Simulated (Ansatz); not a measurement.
**SiC: a line through an energy map**

How does the energy of SiC (F-43m, No. 216; 2 atoms in the cell) vary with equal normal strain along x, y and z, at amplitude of mode 6 (786 cm⁻¹) = −0.048 Å?

The COD entry's cell or inner coordinates are ideal or old and differ from later refinements, so a difference from it is no clean test against experiment.

Program: Ansatz 0.2.0. Level of theory: DFT PBEsol, scalar-relativistic, plane waves, PAW. These are calculated values, not measurements.

11 further runs of the same task are left out: 11 set aside as unsound or not needed.

## (1) The starting structure

Symmetry: F-43m, No. 216, cubic system. Conventional cell: a = 4.357 Å, b = 4.357 Å, c = 4.357 Å, α = 90.00°, β = 90.00°, γ = 90.00°. Around Si (site symmetry -43m) lie 4 C at 1.89 Å. C (site symmetry -43m) is surrounded by 4 Si at 1.89 Å.

As a file:

```
Si C
1.0
     0.00000    2.17839    2.17839
     2.17839    0.00000    2.17839
     2.17839    2.17839    0.00000
Si C
1 1
Direct
  0.00000 0.00000 0.00000
  0.75000 0.75000 0.75000
```

It is the result of an earlier relaxation at this level (volume 10.34 Å³/atom; gap on the mesh: 1.24 eV).

## (2) What is varied

The energy is mapped over a normal mode and a strain (zone-centre modes of the cell shown).

- amplitude of mode 6 (786 cm⁻¹), largest displacement in the unstrained cell: 11 values from −0.060 to 0.060 Å
- equal normal strain along x, y and z: 7 values from −2.50 to 2.50 %

Nothing else is relaxed (the pattern is fixed in fractional coordinates). Energies count from the relaxed high-symmetry cell. Points are written as (first, second).

The modes come from a phonon run on the reference cell, made beforehand.

The patterns, per unit of each coordinate (Å):

| atom | x1 | y1 | z1 |
| --- | --- | --- | --- |
| Si1 | 0.000 | -0.428 | 0.000 |
| C2 | 0.000 | 1.000 | 0.000 |

## (3) The run at (−0.048 Å, −2.50 %)

File input.yaml:

```yaml
crystal:
  lattice:
    - [0.0, 2.1239298452, 2.1239298452]
    - [2.1239298452, 0.0, 2.1239298452]
    - [2.1239298452, 2.1239298452, 0.0]
  atoms:
    - { symbol: Si, position: [0.0047117304, -0.0047117304, 0.0047117304] }
    - { symbol: C, position: [0.738982687, 0.761017313, 0.738982687] }
basis:
  ecutwfc: 520.0
kpoints:
  mp_grid: { grid: [10, 10, 10] }
hamiltonian:
  xc: pbesol
scf:
  occupations: { method: gaussian, width: 0.05 }
output:
  forces: true
  stress: true
  eigenvalues: true
```

The run is started by

```console
$ ansatz run input.yaml --threads 1 --pin off --max-ram 2048MiB --backend cpu --events-out ev --progress --plain --runs-dir out
```

Further runs follow: the other points of the line.

**Question.** What will these runs give? Wanted: for each run, equal normal strain along x, y and z; energy; slope; pressure; largest force on an atom.

**Answer**, as computed:

```
equal normal strain along x, y and z (%)  step  energy (meV)  slope (meV per %)  pressure (GPa)  band gap on the k-mesh (eV)  largest force on an atom (eV/Å)
                                   −2.50     3           137                −74            20.2                        0.853                             1.51
                                   −1.67     4            86                −49            13.0                        0.877                             1.44
                                   −0.83     5            56                −24             6.4                        0.900                             1.37
                                    0.00     6            45                 −2             0.6                        0.921                             1.30
                                    0.83     –            52                 19            −4.7                        0.942                             1.24
                                    1.67     –            76                 38            −9.5                        0.962                             1.18
                                    2.50     7           115                 56           −13.7                        0.981                             1.13
```

Energies count from the relaxed high-symmetry cell. Rows without a step come from runs not printed here or follow by symmetry. Slopes come from the forces (and the stress, where the cell changes), not from differences of energies.

In words: Along the line the energy is lowest at 0.00 %, 45 meV from the zero. A fit to energies and slopes at the lowest point and its two neighbours puts the minimum at 0.083 %, with a curvature of about 26 meV per %². The well is lopsided: two grid steps out, the energy rises by 42 meV towards smaller values and 31 meV towards larger ones. The highest point computed, at −2.50 %, lies 92 meV above the lowest. This is one cut through a surface in two coordinates; the map's lowest point lies off it.

These are semilocal Kohn-Sham gaps, which aren't the measured quantity. Such gaps usually fall short of the measured ones.
